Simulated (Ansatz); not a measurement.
## GaN under changes of volume

One of the cells (11.444 Å³/atom); the others are scaled copies at fixed shape and fractional positions:

```xyz
2
Lattice="0.0000 2.2535 2.2535 2.2535 0.0000 2.2535 2.2535 2.2535 0.0000" Properties=species:S:1:pos:R:3 pbc="T T T"
Ga    0.0000    0.0000    0.0000
N     1.1268    1.1268    1.1268
```

The cell is a database's computed one.

```yaml
Program: Ansatz 0.2.0
Functional: PBE
Dispersion: D4
Potentials_or_basis: Ansatz PAW
Cutoff: "420 eV (not typed: the program's choice for these potentials)"
k_mesh: 10 × 10 × 10
Occupations: fermi-dirac, width 0.05 eV
Spin: no spin polarisation
```

```csv
volume (Å³/atom),energy over the lowest point (meV/atom),pressure (GPa),gap on the mesh (eV)
10.757,?,?,?
10.986,9.39,7.5,1.98
11.215,1.77,3.2,1.84
11.444,0.00,-0.6,1.72
11.673,3.39,-4.1,1.59
11.902,11.52,-7.2,1.47
12.131,23.86,-10.0,1.34
```

**Question.** What does the run at 10.757 Å³/atom give?

**Answer.** Energy over the lowest point 23.55 meV/atom; pressure 12.3 GPa; gap on the mesh 2.11 eV.

Worked out: A Birch-Murnaghan fit of order 3 (a polynomial in V^(-2/3)) to the other rows has its minimum at 11.40 Å³/atom with B0 = V·E''(V) = 185 GPa and B' = 4.3. It gives 23.45 meV/atom at 10.757 Å³/atom, against the run's 23.55, and -dE/dV = 12.3 GPa, against 12.3. A straight line through the other rows of the gap, of slope -6.4 eV per unit of ln V (its deformation potential), extrapolates to 2.11 eV, against the run's 2.11.

Energies are extrapolated to zero smearing.

Spin-orbit coupling on Ga is left out.
